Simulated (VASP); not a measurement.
Wanted: the native input for a VASP 6.6.1 run.

- Task: core levels
- Functional: LDA
- Potentials or basis: VASP PAW LDA potentials, release 64 (B, N)
- Cutoff: 520 eV
- k mesh: 12 × 12 × 12
- Occupations: gaussian, width 0.02 eV
- Spin: no spin polarisation
- Further INCAR settings: ALGO = Normal; EDIFF = 1e-07

The structure of BN lies in POSCAR:

```
BN
1.0
    1.2511217800      0.7223355000      3.3729344000
   -1.2511217800      0.7223355000      3.3729344000
    0.0000000000     -1.4446710000      3.3729344000
B N
1 1
Direct
    0.9937221600      0.0078664300      0.9976252400
    0.3387108400      0.3245665700      0.3348077600
```

The cell is a database's computed one.

The cell isn't the ideal one: all atoms moved at random, sigma 0.02 Å a component.

These files were run (other wordings do the same):

INCAR

```
SYSTEM = BN
PREC = Accurate
ENCUT = 520
EDIFF = 1E-7
ISMEAR = 0
SIGMA = 0.02
LREAL = .FALSE.
LASPH = .TRUE.
NELM = 80
ALGO = Normal
ISIF = 2
LWAVE = .FALSE.
LCHARG = .FALSE.
ICORELEVEL = 1
```

KPOINTS

```
Automatic mesh
0
G
  12 12 12
  0 0 0
```

Potentials or basis: VASP PAW LDA potentials, release 64 (B, N).

Command:

```console
$ cat potpaw_LDA.64/B/POTCAR potpaw_LDA.64/N/POTCAR > POTCAR
$ mpirun -np 1 vasp_std > vasp.out
```

Results of the run:

```yaml
Pressure: -3.3 GPa
Largest_force: 1.448 eV/Å
Band_gap_on_the_k_mesh: 3.90 eV, indirect (least direct gap 4.50 eV)
```

Caveat: forces of over 1 eV/Å show positions far from the minimum, so gaps and moduli don't describe the material at rest.

It took 120 s on 1 thread of AMD EPYC 9R45 (Zen 5), on a shared host, peak memory 0.21 GiB.
